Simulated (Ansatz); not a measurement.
Runs of Ansatz 0.2.0 on Yb. Symmetry: Im-3m, No. 229, cubic system. The conventional cell has a = 4.303 Å, b = 4.303 Å, c = 4.303 Å, α = 90.00°, β = 90.00°, γ = 90.00°. Around Yb (site symmetry m-3m) lie 8 Yb at 3.73 Å. This isn't the form of Yb at room conditions, which is fcc.

| spin | fixed moment (μB) | k mesh | pressure (GPa) | moment (μB) |
| --- | --- | --- | --- | --- |
| off | - | 9 × 9 × 9 | -2.2 | - |
| collinear, ferromagnetic start | 1.2 | 7 × 7 × 7 | -1.6 | 1.20 |
| collinear, ferromagnetic start | 1.5 | 7 × 7 × 7 | (a) | 1.50 |
| collinear, program default start | 0.0 | 7 × 7 × 7 | -2.2 | 0.00 |
| collinear, ferromagnetic start | 1.0 | 7 × 7 × 7 | -1.5 | 1.00 |

Alike in all rows: task single point; level PBE; potentials or basis Ansatz PAW; cell as given; cutoff (eV) 420; smearing fermi-dirac 0.05 eV.

Question: Fill in the values left out.

Answer: (a) -1.7.

Caveats: the total moment is fixed, so each spin has its own Fermi level (some runs); the thresholds are loose for stress (some runs).
